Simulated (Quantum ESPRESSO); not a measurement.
# CdGeAs2 (I-42d) in Quantum ESPRESSO: reference runs

How does CdGeAs2 come out in PBE? The cell is run as given.

Program: Quantum ESPRESSO 7.5. These are calculated values, not measurements. Logs are shortened: lines on timing, memory, paths and dates and some standing lists are left out, and cuts for length are marked.

**The experiment to reproduce.**

A printed reference work, data compilation, original work of 1975 reports, for a bulk crystal of CdGeAs2 at 300 K: band gap 0.57 eV (direct).

The runs below are set against these values where they give the same quantity.

### 1 The crystal as given

The structure is tetragonal, space group I-42d (No. 122). The conventional cell has a = 5.978 Å, b = 5.978 Å, c = 11.329 Å, α = 90.00°, β = 90.00°, γ = 90.00°. Cd (site symmetry -4) has 4 As at 2.65 Å as nearest neighbours. Around As (site symmetry 2) lie 2 Ge at 2.45 Å and 2 Cd at 2.65 Å. Around Ge (site symmetry -4) lie 4 As at 2.45 Å.

The cell is a database's computed one.

### 2 Single point, PBE

pw.in reads:

```
&CONTROL
  calculation = 'scf'
  prefix = 'pwscf'
  outdir = './tmp'
  pseudo_dir = './pseudo'
  tprnfor = .true.
  tstress = .true.
  disk_io = 'nowf'
/
&SYSTEM
  ibrav = 0
  nat = 8
  ntyp = 3
  ecutwfc = 60
  ecutrho = 480
  nbnd = 48
  occupations = 'smearing'
  smearing = 'fd'
  degauss = 0.00367493
/
&ELECTRONS
  conv_thr = 1.6d-09
  electron_maxstep = 120
  mixing_beta = 0.5
/
ATOMIC_SPECIES
Cd   112.4140 Cd.pbe-dn-rrkjus_psl.0.3.1.UPF
As    74.9216 As.pbe-n-rrkjus_psl.0.2.UPF
Ge    72.6300 ge_pbe_v1.4.uspp.F.UPF
CELL_PARAMETERS angstrom
  -2.9888745628    2.9888745628    5.6642966801
   2.9888745628   -2.9888745628    5.6642966801
   2.9888745628    2.9888745628   -5.6642966801
ATOMIC_POSITIONS crystal
Cd     0.5000000000    0.5000000000    0.0000000000
Cd     0.2500000000    0.7500000000    0.5000000000
As     0.0962175700    0.1250000000    0.4712175700
As     0.3750000000    0.9037824300    0.0287824300
As     0.6537824300    0.6250000000    0.5287824300
As     0.8750000000    0.3462175700    0.9712175700
Ge     0.7500000000    0.2500000000    0.5000000000
Ge     0.0000000000    0.0000000000    0.0000000000
K_POINTS automatic
6 6 6 0 0 0
```

Potentials or basis: SSSP 1.3 efficiency PBE.

Started as:

```
OMP_NUM_THREADS=1 mpirun -n 2 pw.x -nk 2 -in pw.in > pw.out
```

pw.out:

```text
This program is part of the open-source Quantum ESPRESSO suite
     for quantum simulation of materials; please cite
         "P. Giannozzi et al., J. Phys.:Condens. Matter 21 395502 (2009);
         "P. Giannozzi et al., J. Phys.:Condens. Matter 29 465901 (2017);
         "P. Giannozzi et al., J. Chem. Phys. 152 154105 (2020);
     in publications or presentations arising from this work. More details at

     file Cd.pbe-dn-rrkjus_psl.0.3.1.UPF: wavefunction(s)  4D renormalized
     Message from routine setup:
     using ibrav=0 with symmetry is DISCOURAGED, use correct ibrav instead

     K-points division:     npool     =       2
     Subspace diagonalization in iterative solution of the eigenvalue problem:
     a serial algorithm will be used

     G-vector sticks info
     --------------------
     sticks:   dense  smooth     PW     G-vecs:    dense   smooth      PW
     Sum        6537    3255   1005               242843    85733   14585

     Using Slab Decomposition

     bravais-lattice index     =            0
     lattice parameter (alat)  =      13.3558  a.u.
     unit-cell volume          =    1365.8970 (a.u.)^3
     number of atoms/cell      =            8
     number of atomic types    =            3
     number of electrons       =        72.00
     number of Kohn-Sham states=           48
     kinetic-energy cutoff     =      60.0000  Ry
     charge density cutoff     =     480.0000  Ry
     scf convergence threshold =      1.6E-09
     mixing beta               =       0.5000
     number of iterations used =            8  plain     mixing
     Exchange-correlation=  SLA  PW   PBX  PBC
                           (   1   4   3   4   0   0   0)

     celldm(1)=  13.355832  celldm(2)=   0.000000  celldm(3)=   0.000000
     celldm(4)=   0.000000  celldm(5)=   0.000000  celldm(6)=   0.000000

     crystal axes: (cart. coord. in units of alat)
               a(1) = (  -0.422898   0.422898   0.801445 )
               a(2) = (   0.422898  -0.422898   0.801445 )
               a(3) = (   0.422898   0.422898  -0.801445 )

     reciprocal axes: (cart. coord. in units 2 pi/alat)
               b(1) = ( -0.000000  1.182318  0.623873 )
               b(2) = (  1.182318 -0.000000  0.623873 )
               b(3) = (  1.182318  1.182318  0.000000 )

     PseudoPot. # 1 for Cd read from file:
     Cd.pbe-dn-rrkjus_psl.0.3.1.UPF
     Pseudo is Ultrasoft + core correction, Zval = 12.0
     Generated using "atomic" code by A. Dal Corso  v.5.0.99 svn rev. 10869
     Using radial grid of 1239 points,  6 beta functions with:
                l(1) =   0
                l(2) =   0
                l(3) =   1
                l(4) =   1
                l(5) =   2
                l(6) =   2
     Q(r) pseudized with 0 coefficients

     PseudoPot. # 2 for As read from file:
     As.pbe-n-rrkjus_psl.0.2.UPF
     Pseudo is Ultrasoft + core correction, Zval =  5.0
     Generated using "atomic" code by A. Dal Corso  v.5.0.99 svn rev. 10869
     Using radial grid of 1209 points,  4 beta functions with:
                l(1) =   0
                l(2) =   0
                l(3) =   1
                l(4) =   1
     Q(r) pseudized with 0 coefficients

     PseudoPot. # 3 for Ge read from file:
     ge_pbe_v1.4.uspp.F.UPF
     Pseudo is Ultrasoft + core correction, Zval = 14.0
     Generated by new atomic code, or converted to UPF format
     Using radial grid of  873 points,  6 beta functions with:
                l(1) =   0
                l(2) =   0
                l(3) =   1
                l(4) =   1
                l(5) =   2
                l(6) =   2
     Q(r) pseudized with  8 coefficients,  rinner =    1.400   1.400   1.400
                                                       1.400   1.400

     atomic species   valence    mass     pseudopotential
     Cd               12.00   112.41400     Cd( 1.00)
     As                5.00    74.92160     As( 1.00)
     Ge               14.00    72.63000     Ge( 1.00)

      8 Sym. Ops. (no inversion) found ( 4 have fractional translation)

   Cartesian axes

     site n.     atom                  positions (alat units)
         1        Cd     tau(   1) = (   0.0000000   0.0000000   0.8014453  )
         2        Cd     tau(   2) = (   0.4228980   0.0000000   0.4007227  )
         3        As     tau(   3) = (   0.2114490   0.1871049  -0.2003613  )
         4        As     tau(   4) = (   0.2357930  -0.2114490   1.0018067  )
         5        As     tau(   5) = (   0.2114490   0.2357930   0.6010840  )
         6        As     tau(   6) = (   0.1871049   0.6343470   0.2003613  )
         7        Ge     tau(   7) = (   0.0000000   0.4228980   0.4007227  )
         8        Ge     tau(   8) = (   0.0000000   0.0000000   0.0000000  )

     number of k points=    30  Fermi-Dirac smearing, width (Ry)=  0.0037
                       cart. coord. in units 2pi/alat
        k(    1) = (   0.0000000   0.0000000   0.0000000), wk =   0.0092593
        k(    2) = (   0.1970530   0.1970530   0.0000000), wk =   0.0370370
        k(    3) = (   0.3941061   0.3941061   0.0000000), wk =   0.0370370
        k(    4) = (  -0.5911591  -0.5911591   0.0000000), wk =   0.0185185
        k(    5) = (   0.1970530  -0.0000000   0.1039788), wk =   0.0740741
        k(    6) = (   0.3941061   0.1970530   0.1039788), wk =   0.1481481
[... 22 lines left out ...]
        k(   29) = (  -0.9852652  -0.1970530  -0.0000000), wk =   0.0370370
        k(   30) = (  -1.1823183  -1.1823183  -0.6238729), wk =   0.0092593

     Dense  grid:   242843 G-vectors     FFT dimensions: (  96,  96,  96)

     Smooth grid:    85733 G-vectors     FFT dimensions: (  72,  72,  72)

     Initial potential from superposition of free atoms

     starting charge      71.9875, renormalised to      72.0000
     Starting wfcs are   52 randomized atomic wfcs

     Self-consistent Calculation

     iteration #  1     ecut=    60.00 Ry     beta= 0.50
     Davidson diagonalization with overlap
     ethr =  1.00E-02,  avg # of iterations =  3.6

     Threshold (ethr) on eigenvalues was too large:
     Diagonalizing with lowered threshold

     Davidson diagonalization with overlap
     ethr =  2.93E-04,  avg # of iterations =  4.3

     total energy              =    -744.60075352 Ry
     estimated scf accuracy    <       0.21178611 Ry

     iteration #  2     ecut=    60.00 Ry     beta= 0.50
     Davidson diagonalization with overlap
     ethr =  2.94E-04,  avg # of iterations =  2.3

     total energy              =    -744.63732362 Ry
     estimated scf accuracy    <       0.04592027 Ry

     iteration #  3     ecut=    60.00 Ry     beta= 0.50
     Davidson diagonalization with overlap
     ethr =  6.38E-05,  avg # of iterations =  4.8

     total energy              =    -744.64477629 Ry
     estimated scf accuracy    <       0.00622024 Ry

     iteration #  4     ecut=    60.00 Ry     beta= 0.50
     Davidson diagonalization with overlap
     ethr =  8.64E-06,  avg # of iterations =  5.5

     total energy              =    -744.64517436 Ry
     estimated scf accuracy    <       0.00039979 Ry

     iteration #  5     ecut=    60.00 Ry     beta= 0.50
     Davidson diagonalization with overlap
     ethr =  5.55E-07,  avg # of iterations =  4.2

     total energy              =    -744.64522627 Ry
     estimated scf accuracy    <       0.00001705 Ry

     iteration #  6     ecut=    60.00 Ry     beta= 0.50
     Davidson diagonalization with overlap
     ethr =  2.37E-08,  avg # of iterations =  3.5

     total energy              =    -744.64523127 Ry
     estimated scf accuracy    <       0.00000280 Ry

     iteration #  7     ecut=    60.00 Ry     beta= 0.50
     Davidson diagonalization with overlap
     ethr =  3.89E-09,  avg # of iterations =  2.3

     total energy              =    -744.64523185 Ry
     estimated scf accuracy    <       0.00000018 Ry

     iteration #  8     ecut=    60.00 Ry     beta= 0.50
     Davidson diagonalization with overlap
     ethr =  2.46E-10,  avg # of iterations =  3.8

     total energy              =    -744.64523194 Ry
     estimated scf accuracy    <       0.00000002 Ry

     iteration #  9     ecut=    60.00 Ry     beta= 0.50
     Davidson diagonalization with overlap
     ethr =  3.07E-11,  avg # of iterations =  3.4

     total energy              =    -744.64523195 Ry
     estimated scf accuracy    <          2.7E-09 Ry

     iteration # 10     ecut=    60.00 Ry     beta= 0.50
     Davidson diagonalization with overlap
     ethr =  3.74E-12,  avg # of iterations =  2.2

     End of self-consistent calculation

          k = 0.0000 0.0000 0.0000 ( 10735 PWs)   bands (ev):

   -18.4549 -18.4546 -18.4546 -18.4511 -18.4481 -18.4481 -18.4310 -18.4293
   -18.4275 -18.4260  -6.4307  -4.3004  -4.3004  -4.2914  -2.8123  -1.9015
    -1.8661  -1.8661  -1.7719  -1.7189  -1.7082  -1.6857  -1.4730  -1.4730
    -1.4600  -0.1625   2.3662   2.4453   2.4453   2.8063   3.3243   4.2966
     4.2966   6.2033   6.2779   6.2779   6.4933   7.7570   8.1508   9.3150
     9.3150   9.7441  10.3059  10.9551  11.2860  11.2860  12.4282  12.4282

          k = 0.1971 0.1971 0.0000 ( 10750 PWs)   bands (ev):

   -18.4550 -18.4546 -18.4541 -18.4511 -18.4485 -18.4484 -18.4308 -18.4293
   -18.4274 -18.4261  -6.3023  -4.5694  -4.3690  -4.3041  -2.5688  -1.9466
    -1.8852  -1.8673  -1.7642  -1.7574  -1.7124  -1.6948  -1.5603  -1.4537
    -1.3840  -0.0685   2.1729   2.5349   2.5933   3.1375   3.3193   4.2585
     4.3914   4.7746   5.8876   6.1728   7.5901   8.0432   9.1497   9.2215
     9.3314  10.1809  10.4779  10.7166  10.9823  11.4418  12.1989  12.4367

          k = 0.3941 0.3941 0.0000 ( 10708 PWs)   bands (ev):

   -18.4548 -18.4545 -18.4529 -18.4509 -18.4496 -18.4491 -18.4304 -18.4295
   -18.4271 -18.4263  -5.9634  -5.0567  -4.4702  -4.3624  -2.1414  -2.0305
    -1.8822  -1.8727  -1.7800  -1.7337  -1.7330  -1.7052  -1.6272  -1.5538
    -1.1736  -0.2517   1.7358   2.4858   2.5406   3.5357   3.8271   4.3392
     4.8418   4.8531   5.4518   5.9424   7.8657   7.9630   8.7654   9.1871
    10.2056  10.2239  10.4014  10.9152  11.6038  11.6917  11.8385  12.1124

          k =-0.5912-0.5912 0.0000 ( 10752 PWs)   bands (ev):

   -18.4546 -18.4546 -18.4514 -18.4514 -18.4499 -18.4499 -18.4299 -18.4299
   -18.4267 -18.4267  -5.5265  -5.5265  -4.4557  -4.4557  -2.0053  -2.0053
    -1.8786  -1.8786  -1.7587  -1.7587  -1.7002  -1.7002  -1.6612  -1.6612
    -0.7197  -0.7197   1.6962   1.6962   3.0789   3.0789   4.6274   4.6274
     5.3415   5.3415   5.8387   5.8387   7.0921   7.0921   8.8704   8.8704
    10.2335  10.2335  10.6602  10.6602  11.6509  11.6509  12.1388  12.1388

          k = 0.1971-0.0000 0.1040 ( 10728 PWs)   bands (ev):

   -18.4550 -18.4546 -18.4543 -18.4511 -18.4485 -18.4480 -18.4309 -18.4293
   -18.4274 -18.4260  -6.3446  -4.5073  -4.3367  -4.3089  -2.6351  -1.9123
    -1.8986  -1.8549  -1.7600  -1.7514  -1.7121  -1.6853  -1.5463  -1.4839
    -1.3736  -0.0777   2.2624   2.4147   2.6648   3.0023   3.3409   4.2676
     4.4162   4.8751   5.9619   6.3034   7.4423   8.1801   8.5631   9.0348
     9.3738   9.8593  10.4116  10.6155  11.1463  11.4610  12.0981  12.6491
[... 192 lines left out ...]
   -18.4553 -18.4551 -18.4534 -18.4524 -18.4478 -18.4475 -18.4306 -18.4302
   -18.4266 -18.4263  -5.8578  -5.4053  -4.3854  -4.3088  -2.1831  -2.0367
    -1.8401  -1.8194  -1.7729  -1.7372  -1.7295  -1.6958  -1.6480  -1.5698
    -0.8883  -0.3531   2.3817   2.8267   2.9162   3.1601   3.8556   4.1145
     4.3610   4.8837   5.2178   5.6407   7.8145   8.0566   8.3594   8.6071
     9.0878   9.4066   9.6376   9.9988  11.6545  11.7555  12.1131  12.9101

          k =-0.0000 0.7882-0.0000 ( 10740 PWs)   bands (ev):

   -18.4553 -18.4547 -18.4530 -18.4522 -18.4488 -18.4475 -18.4305 -18.4301
   -18.4267 -18.4263  -5.7558  -5.4156  -4.5203  -4.3059  -2.1462  -2.1299
    -1.8672  -1.8242  -1.8189  -1.7500  -1.7449  -1.6819  -1.6614  -1.5019
    -0.9637   0.1593   2.3742   2.3798   2.7908   3.3937   3.4098   3.8636
     4.3292   4.7060   5.3633   5.8880   7.8237   8.3866   8.5153   9.0505
     9.9322  10.0314  10.6148  10.7332  11.3293  11.5033  11.8148  12.2000

          k =-0.9853-0.1971-0.0000 ( 10678 PWs)   bands (ev):

   -18.4551 -18.4551 -18.4528 -18.4528 -18.4478 -18.4478 -18.4303 -18.4303
   -18.4265 -18.4265  -5.6198  -5.6198  -4.3812  -4.3812  -2.1126  -2.1126
    -1.8353  -1.8353  -1.7554  -1.7554  -1.7226  -1.7226  -1.6412  -1.6412
    -0.5033  -0.5033   2.3646   2.3646   3.1232   3.1232   3.9595   3.9595
     4.7803   4.7803   5.3285   5.3285   7.9967   7.9967   8.6104   8.6104
     9.2167   9.2167  10.2891  10.2891  11.8116  11.8116  12.0062  12.0062

          k =-1.1823-1.1823-0.6239 ( 10678 PWs)   bands (ev):

   -18.4553 -18.4553 -18.4530 -18.4530 -18.4474 -18.4474 -18.4305 -18.4305
   -18.4264 -18.4264  -5.6723  -5.6723  -4.3086  -4.3086  -2.0840  -2.0840
    -1.8079  -1.8079  -1.7581  -1.7581  -1.6909  -1.6909  -1.6110  -1.6110
    -0.7608  -0.7608   2.7825   2.7825   3.0371   3.0371   4.1450   4.1450
     4.5728   4.5728   5.4320   5.4320   7.8267   7.8267   8.0624   8.0624
     9.0995   9.0995   9.4728   9.4728  12.3010  12.3010  12.5522  12.5522

     the Fermi energy is     6.4681 ev

!    total energy              =    -744.64523195 Ry
     estimated scf accuracy    <          1.3E-10 Ry
     smearing contrib. (-TS)   =      -0.00008365 Ry
     internal energy E=F+TS    =    -744.64514830 Ry

     The total energy is F=E-TS. E is the sum of the following terms:
     one-electron contribution =    -407.35108509 Ry
     hartree contribution      =     259.67909743 Ry
     xc contribution           =    -239.21139749 Ry
     ewald contribution        =    -357.76176315 Ry

     convergence has been achieved in  10 iterations

     Forces acting on atoms (cartesian axes, Ry/au):

     atom    1 type  1   force =    -0.00000000    0.00000000    0.00000000
     atom    2 type  1   force =    -0.00000000    0.00000000   -0.00000000
     atom    3 type  2   force =    -0.00000000    0.00562581   -0.00000000
     atom    4 type  2   force =    -0.00562581   -0.00000000   -0.00000000
     atom    5 type  2   force =     0.00000000   -0.00562581   -0.00000000
     atom    6 type  2   force =     0.00562581   -0.00000000   -0.00000000
     atom    7 type  3   force =     0.00000000   -0.00000000   -0.00000000
     atom    8 type  3   force =     0.00000000    0.00000000    0.00000000

     Total force =     0.011252     Total SCF correction =     0.000013

     Computing stress (Cartesian axis) and pressure

          total   stress  (Ry/bohr**3)                   (kbar)     P=       22.87
   0.00015775   0.00000000  -0.00000000           23.21        0.00       -0.00
  -0.00000000   0.00015775   0.00000000           -0.00       23.21        0.00
  -0.00000000  -0.00000000   0.00015083           -0.00       -0.00       22.19

=------------------------------------------------------------------------------=
   JOB DONE.
=------------------------------------------------------------------------------=
```

Run time: 11 min. Hardware: 2 MPI ranks of Intel Xeon at 2.50GHz (Skylake/Cascade Lake), shared host; peak memory 1.3 GiB.

What came out:

* Free energy: -10131.4145 eV
* Pressure: 2.3 GPa
* Largest force: 0.145 eV/Å
* Band gap on the k mesh: 0.19 eV, indirect (least direct gap 0.22 eV)

Forces in eV/Å, atoms in the order of the input:
```
Cd   0.000  0.000  0.000
Cd   0.000  0.000  0.000
As   0.000  0.145  0.000
As  -0.145  0.000  0.000
As   0.000 -0.145  0.000
As   0.145  0.000  0.000
Ge   0.000  0.000  0.000
Ge   0.000  0.000  0.000
```

### 3 Against experiment

Step 2. Measured gap of CdGeAs2: 0.57 eV (direct; 300 K; a printed reference work, data compilation, original work of 1975). This calculation gives 0.19 eV (-0.38 eV). Spin-orbit coupling on As, Cd, Ge is left out. The value is that of PBE on a finite k mesh, which can miss the band edges, without temperature or zero-point motion. Semilocal functionals fall short of measured gaps as a rule. The cell is a database's relaxed one, not the measured one, which moves gaps too.
